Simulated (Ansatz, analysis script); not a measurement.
# Stoner picture of a free-standing square Nb monolayer, spacing 3.288 Å, part 2 of 2

Is a free-standing square Nb monolayer, spacing 3.288 Å magnetic, nearly magnetic or plainly paramagnetic? E(M) and M(B) tell.

Ansatz 0.2.0; PBE, PAW set soft_2.

So far. Step 8 (Total moment fixed at 1.591 μB): The energy is -120 meV from the state without spin, and the largest site carries 1.16 μB.

### 9. Total moment fixed at 2.5 μB

Level of this step: Ansatz DFT, collinear, total moment fixed by two Fermi levels; PBE, PAW default (Ansatz).

input.yaml reads:

```yaml
crystal:
  lattice:
    - [3.288, 0.0, 0.0]
    - [0.0, 3.288, 0.0]
    - [0.0, 0.0, 14.0]
  atoms:
    - { symbol: Nb, position: [0.0, 0.0, 0.5], spin: 2.5 }
magnetization:
  spin_polarized: true
  initial_magnetization: 2.5
  spin_locking: { lock_magnetization: hard }
kpoints:
  mp_grid: { grid: [16, 16, 1] }
hamiltonian:
  xc: pbe
scf:
  occupations: { method: fermi_dirac, width: 0.05 }
  max_iter: 120
  convergence: { dr2_threshold: 1.0e-08 }
basis:
  ecutwfc: 420.0
```

The run is started by

```sh
ansatz run input.yaml --threads 1 --pin off --max-ram 3072MiB --backend cpu --events-out ev --progress --plain --runs-dir out
```

Numbers of over 12 decimals in the logs are rounded to 6 here.

The program printed:

```text
[...]
Crystal: 1 atoms, lattice volume = 151.353 Å³
Basis set: ecut = 420 eV, 2991 PW (Γ)
Bands: 12, of which v1, the nominal top of the filled ones, is band 7 counted from 1 (6 counted from 0)
Symmetry: 16 space group operations
[...]
k-points: 45 of 256
[...]
Starting moments: Σ|m| = 2.5 μB on 1 of 1 site
[...]
Magnetization: 2.5000 μB (7.7500 up, 5.2500 down)
Absolute magnetization: 2.5002 μB (∫|ρ↑−ρ↓|, with the PAW one-centre terms)
[...]
Per-site moments (μB) at R_I (Å): [(1.814068, 1.3563)]
Free energy (F): -4547.935202 eV
[...]
Internal energy: -4547.911748 eV  (E = F + TS)
E sigma→0 (E₀):  -4547.923475 eV
Entropy (-TS):   -0.023454 eV (-23.454 meV/atom)
Fermi energy:    -1.310750 (↑ -1.412732, ↓ -1.208769) eV
[...]
[key lines of the parts left out:]
SCF converged after 9 iterations
```

It took 6.3 s on 1 thread of Arm Neoverse V2, shared host; peak memory 0.43 GiB.

The energy is -231 meV from the state without spin, and the largest site carries 1.81 μB.

The other 7 runs of this kind were made alike; their results stand in the table below.

### 10. No field, tight threshold

A field gives a second route to the same curve. A thousand tesla shift each spin by 58 meV, and the threshold is tightened so that small induced moments are resolved.

input.yaml, the sections that differ from step 9:

```yaml
crystal:
  lattice:
    - [3.288, 0.0, 0.0]
    - [0.0, 3.288, 0.0]
    - [0.0, 0.0, 14.0]
  atoms:
    - { symbol: Nb, position: [0.0, 0.0, 0.5], spin: 1.99 }
magnetization:
  spin_polarized: true
scf:
  occupations: { method: fermi_dirac, width: 0.05 }
  max_iter: 120
  convergence: { dr2_threshold: 1.0e-10 }
# kpoints, hamiltonian, basis: as in step 9
```

The program printed:

```text
[...]
Crystal: 1 atoms, lattice volume = 151.353 Å³
Basis set: ecut = 420 eV, 2991 PW (Γ)
Bands: 12, of which v1, the nominal top of the filled ones, is band 7 counted from 1 (6 counted from 0)
Symmetry: 16 space group operations
[...]
k-points: 45 of 256
[...]
Starting moments: Σ|m| = 1.99 μB on 1 of 1 site
[...]
SCF converged after 11 iterations
Magnetization: 2.7343 μB (7.8672 up, 5.1328 down)
Absolute magnetization: 2.7344 μB (∫|ρ↑−ρ↓|, with the PAW one-centre terms)
[...]
Per-site moments (μB) at R_I (Å): [(1.989363, 1.3563)]
Free energy (F): -4547.949986 eV
[...]
Internal energy: -4547.934556 eV  (E = F + TS)
E sigma→0 (E₀):  -4547.942271 eV
Entropy (-TS):   -0.015430 eV (-15.430 meV/atom)
Fermi energy:    -1.397031 eV
[...]
```

Run time: 7.3 s. Hardware: 1 thread; peak memory 0.43 GiB.

The net moment is 2.73 μB a cell.

### 11. Field of 1000 T

input.yaml: that of step 10 with these lines changed.

```diff
@@ -9,2 +9,3 @@
   spin_polarized: true
+  magnetic_field: 1000.0
 kpoints:
```

The program printed:

```text
[...]
Crystal: 1 atoms, lattice volume = 151.353 Å³
Basis set: ecut = 420 eV, 2991 PW (Γ)
Bands: 12, of which v1, the nominal top of the filled ones, is band 7 counted from 1 (6 counted from 0)
Symmetry: 16 space group operations
[...]
k-points: 45 of 256
[...]
Starting moments: Σ|m| = 1.99 μB on 1 of 1 site
[...]
SCF converged after 12 iterations
Magnetization: 2.8392 μB (7.9196 up, 5.0804 down)
Absolute magnetization: 2.8392 μB (∫|ρ↑−ρ↓|, with the PAW one-centre terms)
[...]
Per-site moments (μB) at R_I (Å): [(2.067916, 1.3563)]
Free energy (F): -4548.111125 eV
[...]
Internal energy: -4548.095536 eV  (E = F + TS)
E sigma→0 (E₀):  -4548.103331 eV
Entropy (-TS):   -0.015588 eV (-15.588 meV/atom)
Fermi energy:    -1.441777 eV
[...]
```

Elapsed: 7.4 s, on 1 thread; peak memory 0.42 GiB.

The net moment is 2.84 μB a cell.

3 more runs differ from these in the same keys alone and are tabled below.

### 12. Analysis

Energy less the state without spin against total moment:

| total moment (μB/cell) | energy less the state without spin (meV/cell) |
| --- | --- |
| 0.00 | 0 |
| 0.23 | -5.30 |
| 0.46 | -17.8 |
| 0.68 | -31.9 |
| 0.91 | -48.3 |
| 1.14 | -68.7 |
| 1.36 | -93.0 |
| 1.59 | -120 |
| 1.82 | -148 |
| 2.04 | -177 |
| 2.27 | -205 |
| 2.50 | -231 |

The field that holds a moment is half the difference of the two Fermi levels over μB.

Table of field that holds the moment by total moment:

| total moment (μB/cell) | field that holds the moment (T) |
| --- | --- |
| 0.227 | -788 |
| 0.455 | -1025 |
| 0.682 | -1135 |
| 0.909 | -1389 |
| 1.136 | -1707 |
| 1.364 | -1964 |
| 1.591 | -2127 |
| 1.818 | -2174 |
| 2.045 | -2146 |
| 2.273 | -2081 |
| 2.500 | -1762 |

Table of total moment by field:

| field (T) | total moment (μB/cell) |
| --- | --- |
| 0 | 2.73 |
| 100 | 2.74 |
| 200 | 2.75 |
| 500 | 2.78 |
| 1000 | 2.84 |

Three Landau terms miss the curve as a whole or at its small-moment end, and no Stoner analysis is made here.

### 13. Outcome

| Quantity | Value |
| --- | --- |
| state of the free run | ferromagnetic |
| net moment of the free run | 2.73 μB |
| energy of the free run from the state without spin | -245 meV a cell |
| lowest of the fixed moments tried | M = 2.5 μB, -231 meV |
| dM/dB between 0 and 100 T | 0.0903 μB a cell per 1000 T |

At this level the system is magnetic: the free run keeps 1.99 μB on the largest site. No other order was typed. The free run, at 2.73 μB, lies 245 meV under the state without spin and so below every fixed moment tried: the minimum lies beyond the last point. Among the fixed moments, E(M) falls 231 meV below the state without spin and is lowest near 2.5 μB, the last point, so the minimum may lie beyond. The field acts on spins alone. The 16 fixed-moment and field runs took 2 min of wall time, added up. Energies are free energies at a smearing of 0.05 eV, and with partly filled levels differences shift, at times strongly, as the smearing goes to zero. The cell was taken as built, with atoms unrelaxed.

[Logs and program files are shortened in this print: banners, set-up blocks, solver, clock and traceback lines can be left out without a mark of their own.]

[Logs are printed without paths, hosts, clocks, repeated set-up lines and the standing remarks that a program may print on its own settings, such as how far it seeks lower states.]

[Hosts, paths, dates, database ids (printed as entryN), source tags and the programs' standing remarks are cut or masked in the printed files.]
